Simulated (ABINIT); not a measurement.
The system is HgSe.

```
CELL_PARAMETERS angstrom
0.00000 3.03900 3.03900
3.03900 0.00000 3.03900
3.03900 3.03900 0.00000
ATOMIC_POSITIONS crystal
Hg 0.00000 0.00000 0.00000
Se 0.75000 0.75000 0.75000
```

```yaml
Program: ABINIT 10.8.3 (patched build)
Task: relaxation of cell and atoms
Functional: PBE
Potentials_or_basis: PseudoDojo NC SR PBE v0.4.1 standard
Cutoff: 1170 eV
k_mesh: 6 × 6 × 6
Occupations: fermi-dirac, width 0.05 eV
Spin: no spin polarisation
```

At the start: pressure 4.7 GPa; volume 28.07 Å³/atom.

**Question.** How do energy, volume and symmetry change on relaxing?

**Answer.** Over 5 steps the energy falls by 34.6 meV/atom and the volume is 30.65 Å³/atom (+9.2 %); space group F-43m (No. 216, to 0.05 Å).

The path:
```
step  energy change (eV)  largest force (eV/Å)  pressure (GPa)  volume (Å³)
   1              0.0000                0.0000            4.69        56.13
   2             -0.0214                0.0000            3.79        56.94
   3             -0.0685                0.0000            0.42        60.71
   4             -0.0693                0.0000            0.05        61.23
   5             -0.0693                0.0000            0.00        61.30
```

Final structure:
```cif
data_structure
_symmetry_space_group_name_H-M 'P 1'
_symmetry_Int_Tables_number 1
_cell_length_a 4.4258
_cell_length_b 4.4258
_cell_length_c 4.4258
_cell_angle_alpha 60.000
_cell_angle_beta 60.000
_cell_angle_gamma 60.000
_cell_volume 61.30
loop_
_atom_site_label
_atom_site_type_symbol
_atom_site_fract_x
_atom_site_fract_y
_atom_site_fract_z
_atom_site_occupancy
Hg1 Hg 0.00000 0.00000 0.00000 1
Se1 Se 0.75000 0.75000 0.75000 1
```
